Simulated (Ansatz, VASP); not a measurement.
## B: VASP beside Ansatz

File INCAR:

```
ALGO = Normal ; EDIFF = 1E-7
ENCUT = 520 ; GGA = PE
ISIF = 2 ; ISMEAR = -1
LASPH = T ; LCHARG = F
LREAL = F ; LWAVE = F
NBANDS = 12 ; NELM = 60
PREC = Accurate ; SIGMA = 0.05
```

File KPOINTS:

```
k-points
0
Gamma
  12 12 16
```

File POSCAR:

```
B
1.0
    2.5857486619      0.0000000000      0.0000000000
   -1.2928743310      2.2393240290      0.0000000000
    0.0000000000      0.0000000000      2.4255796080
B
3
Direct
    0.0000000000      0.0000000000      0.0000000000
    0.3333333333      0.6666666667      0.5000000000
    0.6666666667      0.3333333333      0.5000000000
```

Input for Ansatz:

```yaml
crystal:
  lattice:
    - [2.5857486619, 0.0, 0.0]
    - [-1.292874331, 2.239324029, 0.0]
    - [0.0, 0.0, 2.425579608]
  atoms:
    - { symbol: B, position: [0.0, 0.0, 0.0] }
    - { symbol: B, position: [0.3333333333, 0.6666666667, 0.5] }
    - { symbol: B, position: [0.6666666667, 0.3333333333, 0.5] }
kpoints:
  mp_grid: { grid: [12, 12, 16] }
scf:
  occupations: { method: fermi_dirac, width: 0.05 }
hamiltonian:
  xc: pbe
  pseudopotentials: { kind: all_electron, lapw: { basis_error: 0.001 } }
output:
  forces: true
  stress: true
  eigenvalues: true
  populations: true
```

Change from the starting cell: volume scaled by 0.7, LAPW.

Alike in both runs: task single point; functional PBE; k mesh 12 × 12 × 16; occupations fermi-dirac, width 0.05 eV; no spin polarisation.

|  | VASP | Ansatz |
| --- | --- | --- |
| version | VASP 6.6.1 | Ansatz 0.2.0 |
| potentials or method | VASP PAW PBE potentials, release 64 (B) | all-electron LAPW, scalar-relativistic |
| plane-wave cutoff (eV) | 520 | see its input |

```tsv
	VASP	Ansatz	Ansatz less VASP
pressure (GPa)	146.1	145.6	-0.48
largest component of the traceless stress (GPa)	0.34	0.20	-0.137
```

Ansatz ran all-electron here, so the differences hold the error of VASP's frozen core and of both bases.

Caveats: the cell as given lies far from equilibrium; so large a pressure means that the cell lies far from this level's equilibrium, or that cutoff or potentials fall short (VASP).
